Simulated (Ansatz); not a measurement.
Eu:

```
Eu
1.0
    -2.30300    2.30300    2.30300
     2.30300   -2.30300    2.30300
     2.30300    2.30300   -2.30300
Eu
1
Direct
  0.00000 0.00000 0.00000
```

```yaml
Program: Ansatz 0.2.0
Task: relaxation of cell and atoms
Functional: PBE
Potentials_or_basis: all-electron LAPW, point nuclei
Basis_error_allowed: 0.002 eV/atom
k_mesh: 8 × 8 × 8
Occupations: gaussian, width 0.05 eV
Spin: collinear spin, ferromagnetic start, moments held on the sites
Starting_moments: "[7.0] μB"
```

At the start: volume 48.86 Å³/atom.

Where does the relaxation end?

Over 5 steps the energy falls by 39.2 meV/atom and the volume is 42.23 Å³/atom (-13.6 %); space group Im-3m (No. 229, to 0.05 Å); moment 7.17 μB per cell.

Step by step:
```tsv
step	energy change (eV)	largest force (eV/Å)	volume (Å³)
1	0.0000	0.0000	48.86
2	-0.0202	0.0000	46.70
3	-0.0383	0.0000	41.27
4	-0.0392	0.0000	42.23
5	-0.0392	0.0000	42.23
```

Final structure:
```xyz
1
Lattice="-2.1938 2.1938 2.1938 2.1938 -2.1938 2.1938 2.1938 2.1938 -2.1938" Properties=species:S:1:pos:R:3 pbc="T T T"
Eu    0.0000    0.0000    0.0000
```

Caveat: an open f shell can end in a state above the lowest; the SCF stop doesn't bound the stress; each atom's moment is held at its typed value, so this isn't a free magnetic state; the volume moved by -14 % from the deposited cell, more than functionals usually miss.
